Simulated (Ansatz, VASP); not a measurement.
Two plane-wave programs on C

```
CELL_PARAMETERS angstrom
1.88983 -3.89451 0.00000
1.88983 3.89451 0.00000
0.00000 0.00000 2.51392
ATOMIC_POSITIONS crystal
C 0.00937 0.39965 0.75000
C 0.39965 0.00937 0.25000
C 0.60035 0.99063 0.75000
C 0.99063 0.60035 0.25000
C 0.44447 0.55553 0.75000
C 0.55553 0.44447 0.25000
```

Alike in both runs: task relaxation of cell and atoms; functional PBE; k mesh 8 × 8 × 10; occupations gaussian, width 0.02 eV; no spin polarisation.

|  | VASP | Ansatz |
| --- | --- | --- |
| version | VASP 6.6.1 | Ansatz 0.2.0 |
| potentials or method | VASP PAW PBE potentials, release 64 (C) | scalar-relativistic, plane waves, PAW |
| plane-wave cutoff (eV) | 600 | 420 |
| valence electrons in the cell | 24 | 24 |

VASP gave:

- gap on the k mesh at the Fermi level, each at its own relaxed structure (eV): 3.39
- relaxed volume (Å³/atom): 6.17
- relaxed cell length with the largest relative difference (Å): 2.514

Problem. Which values does Ansatz return?

Solution. gap on the k mesh at the Fermi level, each at its own relaxed structure (eV): 3.40; relaxed volume (Å³/atom): 6.17; relaxed cell length with the largest relative difference (Å): 2.514.
